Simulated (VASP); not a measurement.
# CaSe (Fm-3m) in VASP: a series of runs

One crystal, CaSe, is run at these levels: PBEsol; tasks: relaxation of cell and atoms.

All numbers are computed with VASP 6.6.1; they aren't measurements. Logs are shortened: lines on timing, memory, paths and dates and some standing lists are left out, and cuts for length are marked.

**1. The structure**

The structure is cubic, space group Fm-3m (No. 225). The conventional cell has a = 5.877 Å, b = 5.877 Å, c = 5.877 Å, α = 90.00°, β = 90.00°, γ = 90.00°. Around Ca (site symmetry m-3m) lie 6 Se at 2.94 Å. Se (site symmetry m-3m) is surrounded by 6 Ca at 2.94 Å.

**2. Relaxation of cell and atoms, PBEsol**

INCAR

```
SYSTEM = CaSe
ALGO = Normal ; EDIFF = 1E-7
EDIFFG = -0.005 ; ENCUT = 600
GGA = PS ; IBRION = 2
ISIF = 3 ; ISMEAR = 0
LASPH = .True. ; LCHARG = .False.
LREAL = .False. ; LWAVE = .False.
NELM = 80 ; NSW = 90
PREC = Accurate ; SIGMA = 0.03
```

KPOINTS

```
k-points
0
Gamma
  8 8 8
  0 0 0
```

POSCAR

```
CaSe                                    
1.0
   -0.0000000000      2.9384610340      2.9384610340
    2.9384610340     -0.0000000000      2.9384610340
    2.9384610340      2.9384610340      0.0000000000
  Ca              Se            
     1     1
Direct
     0.0000000000000000    0.0000000000000000    0.0000000000000000
     0.5000000000000000    0.5000000000000000    0.5000000000000000
```

Potentials or basis: VASP PAW PBE potentials, release 64 (Ca_sv, Se).

Launch:

```console
cat potpaw_PBE.64/Ca_sv/POTCAR potpaw_PBE.64/Se/POTCAR > POTCAR
mpirun -np 1 vasp_std > vasp.out
```

OUTCAR:

```text
SYSTEM = CaSe
   EDIFF = 1E-7
   EDIFFG = -0.005
   ENCUT = 600
   GGA = PS
   IBRION = 2
   ISIF = 3
   ISMEAR = 0
   LASPH = .True.
   LREAL = .False.
   NELM = 80
   NSW = 90
   PREC = Accurate

 ion  position               nearest neighbor table
   1  0.000  0.000  0.000-   2 2.94   2 2.94   2 2.94   2 2.94   2 2.94   2 2.94
   2  0.500  0.500  0.500-   1 2.94   1 2.94   1 2.94   1 2.94   1 2.94   1 2.94

  LATTYP: Found a face centered cubic cell.
 ALAT       =     5.8769220680

  Lattice vectors:

 A1 = (   0.0000000000,   2.9384610340,   2.9384610340)
 A2 = (   2.9384610340,   0.0000000000,   2.9384610340)
 A3 = (   2.9384610340,   2.9384610340,   0.0000000000)

Analysis of symmetry for initial positions (statically):
=====================================================================
 Subroutine PRICEL returns:
 Original cell was already a primitive cell.

 Routine SETGRP: Setting up the symmetry group for a
 face centered cubic supercell.

 Subroutine GETGRP returns: Found 48 space group operations
 (whereof 48 operations were pure point group operations)
 out of a pool of 48 trial point group operations.

The static configuration has the point symmetry O_h .

Analysis of symmetry for dynamics (positions and initial velocities):
=====================================================================
 Subroutine PRICEL returns:
 Original cell was already a primitive cell.

 Routine SETGRP: Setting up the symmetry group for a
 face centered cubic supercell.

 Subroutine GETGRP returns: Found 48 space group operations
 (whereof 48 operations were pure point group operations)
 out of a pool of 48 trial point group operations.

The dynamic configuration has the point symmetry O_h .

 Subroutine INISYM returns: Found 48 space group operations
 (whereof 48 operations are pure point group operations),
 and found     1 'primitive' translations

----------------------------------------------------------------------------------------

                                     Primitive cell

  volume of cell :      50.7446

  direct lattice vectors                    reciprocal lattice vectors
     0.000000000  2.938461034  2.938461034    -0.170157097  0.170157097  0.170157097
     2.938461034  0.000000000  2.938461034     0.170157097 -0.170157097  0.170157097
     2.938461034  2.938461034  0.000000000     0.170157097  0.170157097 -0.170157097

  length of vectors
     4.155611447  4.155611447  4.155611447     0.294720738  0.294720738  0.294720738

  position of ions in fractional coordinates (direct lattice)
     0.000000000  0.000000000  0.000000000
     0.500000000  0.500000000  0.500000000

  ion indices of the primitive-cell ions
   primitive index   ion index
                 1           1
                 2           2

----------------------------------------------------------------------------------------

 KPOINTS: k-points

Automatic generation of k-mesh.
 Grid dimensions read from file:
 generate k-points for:    8    8    8

 Generating k-lattice:

  Cartesian coordinates                     Fractional coordinates (reciprocal lattice)
    -0.021269637  0.021269637  0.021269637     0.125000000  0.000000000  0.000000000
     0.021269637 -0.021269637  0.021269637     0.000000000  0.125000000  0.000000000
     0.021269637  0.021269637 -0.021269637     0.000000000  0.000000000  0.125000000

  Length of vectors
     0.036840092  0.036840092  0.036840092

  Shift w.r.t. Gamma in fractional coordinates (k-lattice)
     0.000000000  0.000000000  0.000000000

 Subroutine IBZKPT returns following result:
 ===========================================

 Found     29 irreducible k-points:

 Following reciprocal coordinates:
            Coordinates               Weight
  0.000000  0.000000  0.000000      1.000000
  0.125000  0.000000  0.000000      8.000000
  0.250000  0.000000  0.000000      8.000000
  0.375000  0.000000  0.000000      8.000000
  0.500000  0.000000  0.000000      4.000000
  0.125000  0.125000  0.000000      6.000000
[... 16 lines left out ...]
  0.500000  0.250000  0.125000     48.000000
 -0.375000  0.250000  0.125000     24.000000
 [... further k-points ...]
   k-points           NKPTS =     29   k-points in BZ     NKDIM =     29   number of bands    NBANDS=     12
   number of dos      NEDOS =    301   number of ions     NIONS =      2
   total plane-waves  NPLWV =  46656
   dimension x,y,z NGX =    36 NGY =   36 NGZ =   36
   dimension x,y,z NGXF=    72 NGYF=   72 NGZF=   72
   ions per type =               1   1
   NGX,Y,Z   is equivalent  to a cutoff of  14.40, 14.40, 14.40 a.u.
   NGXF,Y,Z  is equivalent  to a cutoff of  28.80, 28.80, 28.80 a.u.
 SYSTEM =  CaSe
   PREC   = accura    normal or accurate (medium, high low for compatibility)
   ISTART =      0    job   : 0-new  1-cont  2-samecut
   ICHARG =      2    charge: 1-file 2-atom 10-const
   ISPIN  =      1    spin polarized calculation?
   LNONCOLLINEAR =      F non collinear calculations
   LSORBIT =      F    spin-orbit coupling
   LASPH  =      T    aspherical Exc in radial PAW
   ENCUT  =  600.0 eV  44.10 Ry    6.64 a.u.   8.30  8.30  8.30*2*pi/ulx,y,z
   NELM   =     80;   NELMIN=  2; NELMDL= -5     # of ELM steps
   EDIFF  = 0.1E-06   stopping-criterion for ELM
   LREAL  =      F    real-space projection
   EDIFFG = -.5E-02   stopping-criterion for IOM
   NSW    =     90    number of steps for IOM
   IBRION =      2    ionic relax: 0-MD 1-quasi-New 2-CG
   NFREE  =      1    steps in history (QN), initial steepest desc. (CG)
   ISIF   =      3    stress and relaxation
   ISYM   =      2    0-nonsym 1-usesym 2-fastsym
   POTIM  = 0.5000    time-step for ionic-motion
   TEBEG  =    0.0;   TEEND  =   0.0 temperature during run
   PSTRESS=    0.0 pullay stress
   NELECT =      16.0000    total number of electrons
   NUPDOWN=      -1.0000    fix difference up-down
   EMIN   =  10.00;   EMAX   =-10.00  energy-range for DOS
   EFERMI =   0.00;   METHOD = LEGACY
   ISMEAR =     0;   SIGMA  =   0.03  broadening in eV -4-tet -1-fermi 0-gaus
   EFERMI_NEDOS =   21; number of points for ismear=-14 and -15
   IALGO  =     38    algorithm
   IMIX   =      4    mixing-type and parameters
     AMIX     =   0.40;   BMIX     =  1.00
     AMIX_MAG =   1.60;   BMIX_MAG =  1.00
  volume/ion in A,a.u.               =      25.37       171.22
  Fermi-wavevector in a.u.,A,eV,Ry     =   1.114256  2.105638 16.892530  1.241566
  Thomas-Fermi vector in A             =   2.250849
   LORBIT       =      0    0 simple, 1 ext, 2 COOP (PROOUT), +10 PAW based schemes
   GGA     = PS    functional components
   LHFCALC =     F    Hartree Fock is set to
   AEXX    =    0.0000 exact exchange contribution
   IVDW    =     0    specifies the selected vdW correction
   LEPSILON=     F    determine dielectric tensor
   LRPA    =     F    only Hartree local field effects (RPA)
 conjugate gradient relaxation of ions
 non-spin polarized calculation
 Gauss-broadening in eV      SIGMA  =   0.03
  energy-cutoff  :      600.00
  volume of cell :       50.74
 maximum number of plane-waves:      1719
 NGX is ok and might be reduce to    36
   NGX = 17   NGY = 17   NGZ = 17

 number of electron      16.0000000 magnetization

 Free energy of the ion-electron system (eV)
  ---------------------------------------------------
  ext. energy  EPLUGINS =         0.00000000
  ---------------------------------------------------
  free energy    TOTEN  =       -10.07462950 eV

  energy without entropy =      -10.07462950  energy(sigma->0) =      -10.07462950

 E-fermi :   2.6946     XC(G=0):  -9.4103

 val. band max:        2.4788848153   @ k =   0.0000   0.0000   0.0000
 cond. band min:       4.3562278879   @ k =   0.5000   0.5000   0.0000
 fundamental gap:      1.8773430726
 Fermi energy:         2.6946305585

 k-point     1 :       0.0000    0.0000    0.0000
  band No.  band energies     occupation
      1     -37.0032      2.00000
      2     -18.0820      2.00000
      3     -18.0820      2.00000
      4     -18.0820      2.00000
      5      -9.4151      2.00000
      6       2.4789      2.00000
      7       2.4789      2.00000
      8       2.4789      2.00000
      9       5.7662      0.00000
     10       6.1177      0.00000
     11       6.1177      0.00000
     12       6.1177      0.00000

 k-point     2 :       0.1250    0.0000    0.0000
  band No.  band energies     occupation
      1     -37.0021      2.00000
      2     -18.1018      2.00000
      3     -18.0833      2.00000
      4     -18.0833      2.00000
      5      -9.3159      2.00000
      6       1.6739      2.00000
      7       2.2241      2.00000
      8       2.2241      2.00000
      9       6.0181      0.00000
     10       6.3394      0.00000
     11       6.3394      0.00000
     12       6.7762      0.00000

 k-point     3 :       0.2500    0.0000    0.0000
  band No.  band energies     occupation
      1     -36.9993      2.00000
      2     -18.1486      2.00000
      3     -18.0864      2.00000
      4     -18.0864      2.00000
      5      -9.0639      2.00000
      6       0.3917      2.00000
      7       1.7401      2.00000
      8       1.7401      2.00000
      9       6.1207      0.00000
     10       6.8791      0.00000
     11       6.8791      0.00000
     12       8.2056      0.00000
[... 286 lines left out ...]
 k-point    23 :       0.5000    0.2500    0.1250
  band No.  band energies     occupation
      1     -36.9950      2.00000
      2     -18.1783      2.00000
      3     -18.1172      2.00000
      4     -18.0974      2.00000
      5      -8.7626      2.00000
      6      -0.3172      2.00000
      7       0.9778      2.00000
      8       1.2794      2.00000
      9       6.2993      0.00000
     10       7.6984      0.00000
     11       8.0029      0.00000
     12       8.1813      0.00000

 k-point    24 :      -0.3750    0.2500    0.1250
  band No.  band energies     occupation
      1     -36.9941      2.00000
      2     -18.1883      2.00000
      3     -18.1192      2.00000
      4     -18.1011      2.00000
      5      -8.6875      2.00000
      6      -0.4636      2.00000
      7       0.7785      2.00000
      8       1.1862      2.00000
      9       6.9069      0.00000
     10       7.2085      0.00000
     11       8.2399      0.00000
     12       8.5242      0.00000

 [... further k-points ...]

------------------------ aborting loop because EDIFF is reached ----------------------------------------

  FORCE on cell =-STRESS in cart. coord.  units (eV):
  Direction    XX          YY          ZZ          XY          YZ          ZX
  --------------------------------------------------------------------------------------
  -------------------------------------------------------------------------------------
  Total       -0.0005925     -0.0005925     -0.0005925      0.0000000      0.0000000      0.0000000
  in kB       -0.0187079     -0.0187079     -0.0187079      0.0000000      0.0000000      0.0000000
  external PRESSURE =      -0.0187079 kB  Pullay stress =       0.0000000 kB

 VOLUME and BASIS-vectors are now :
 -----------------------------------------------------------------------------
  energy-cutoff  :      600.00
  volume of cell :       50.74
      direct lattice vectors                 reciprocal lattice vectors
     0.000000000  2.938461034  2.938461034    -0.170157097  0.170157097  0.170157097
     2.938461034  0.000000000  2.938461034     0.170157097 -0.170157097  0.170157097
     2.938461034  2.938461034  0.000000000     0.170157097  0.170157097 -0.170157097

 POSITION                                       TOTAL-FORCE (eV/Angst)
 -----------------------------------------------------------------------------------
      0.00000      0.00000      0.00000        -0.000000      0.000000     -0.000000
      2.93846      2.93846      2.93846         0.000000     -0.000000      0.000000
 -----------------------------------------------------------------------------------
    total drift:                                0.000000      0.000000      0.000000

  FREE ENERGIE OF THE ION-ELECTRON SYSTEM (eV)
  ---------------------------------------------------
  free  energy   TOTEN  =       -10.0746295006 eV

  energy  without entropy=      -10.0746295006  energy(sigma->0) =      -10.07462950

 reached required accuracy - stopping structural energy minimisation
```

Wall time 14 s (1 thread of Intel Xeon Platinum 8559C (Emerald Rapids), shared host); peak memory 0.2 GiB.

What came out:

```
Free energy             : -10.0746 eV
Pressure after relaxing : 0.0 GPa
Band gap on the k mesh  : 1.88 eV, indirect (least direct gap 2.84 eV)
```

Final structure:
```
Ca Se
1.0
     0.00000    2.93846    2.93846
     2.93846    0.00000    2.93846
     2.93846    2.93846    0.00000
Ca Se
1 1
Direct
  0.00000 0.00000 0.00000
  0.50000 0.50000 0.50000
```

Caveat: the relaxation stopped at its first step, so nothing moved; the PAW data sets were made with another functional, which shifts forces and pressure a little. A hybrid or GW would open this gap; PBEsol tends to underestimate it.

**3. Relaxation of cell and atoms, PBEsol**

This run uses another cell than the first one, of 25.83 Å³/atom, 1.018 times its volume.

INCAR

```
  ALGO = Normal
  EDIFF = 1E-6
  EDIFFG = -0.01
  ENCUT = 600
  GGA = PS
  IBRION = 2
  ISIF = 3
  ISMEAR = 0
  LASPH = T
  LCHARG = F
  LREAL = F
  LWAVE = F
  NELM = 80
  NSW = 90
  PREC = Accurate
  SIGMA = 0.03
```

KPOINTS

```
k-points
0
Gamma
  8 8 8
```

POSCAR

```
CaSe
1.0
    0.0000000000      2.9560000000      2.9560000000
    2.9560000000      0.0000000000      2.9560000000
    2.9560000000      2.9560000000      0.0000000000
Ca Se
1 1
Direct
    0.0000000000      0.0000000000      0.0000000000
    0.5000000000      0.5000000000      0.5000000000
```

Potentials or basis: VASP PAW PBE potentials, release 64 (Ca_sv, Se).

Launch:

```console
cat potpaw_PBE.64/Ca_sv/POTCAR potpaw_PBE.64/Se/POTCAR > POTCAR
mpirun -np 1 vasp_std > vasp.out
```

Run time: 36 s. Hardware: 1 thread of AMD EPYC 9R14 (Zen 4), shared host; peak memory 0.18 GiB.

It converged, with:

* Free energy: -10.0747 eV
* Relaxed volume: 25.37 Å³/atom
* Relaxed cell: a = 4.156 Å, b = 4.156 Å, c = 4.156 Å, α = 60.00°, β = 60.00°, γ = 60.00°
* Space group after relaxing (to 0.05 Å): Fm-3m (No. 225)
* Energy gained by relaxing: 1.3 meV/atom
* Ionic steps: 3
* Pressure after relaxing: 0.0 GPa
* Band gap on the k mesh: 1.88 eV, indirect (least direct gap 2.84 eV)

Step by step:
```
step  energy change (eV)  largest force (eV/Å)  pressure (GPa)  volume (Å³)
   1              0.0000                0.0000           -0.90        51.66
   2             -0.0025                0.0000            0.16        50.59
   3             -0.0026                0.0000            0.01        50.74
```

Final structure:
```yaml
crystal:
  lattice:
    - [0.00000, 2.93846, 2.93846]
    - [2.93846, 0.00000, 2.93846]
    - [2.93846, 2.93846, 0.00000]
  atoms:
    - { symbol: Ca, position: [0.00000, 0.00000, 0.00000] }
    - { symbol: Se, position: [0.50000, 0.50000, 0.50000] }
```

Levels at points of the mesh, in eV from the valence-band top:
| k point | band 4 | band 5 | band 6 | band 7 | band 8 | band 9 | band 10 | band 11 | band 12 |
| --- | --- | --- | --- | --- | --- | --- | --- | --- | --- |
| (0.00, 0.00, 0.00) | -20.56 | -11.89 | 0.00 | 0.00 | 0.00 | 3.29 | 3.64 | 3.64 | 3.64 |
| (0.50, 0.00, 0.00) | -20.57 | -11.15 | -3.41 | -1.26 | -1.26 | 4.41 | 5.50 | 5.53 | 5.53 |
| (0.50, 0.50, 0.00) | -20.60 | -11.29 | -2.61 | -0.97 | -0.97 | 1.88 | 5.02 | 5.07 | 6.10 |

Caveat: the PAW data sets were made with another functional, which shifts forces and pressure a little.
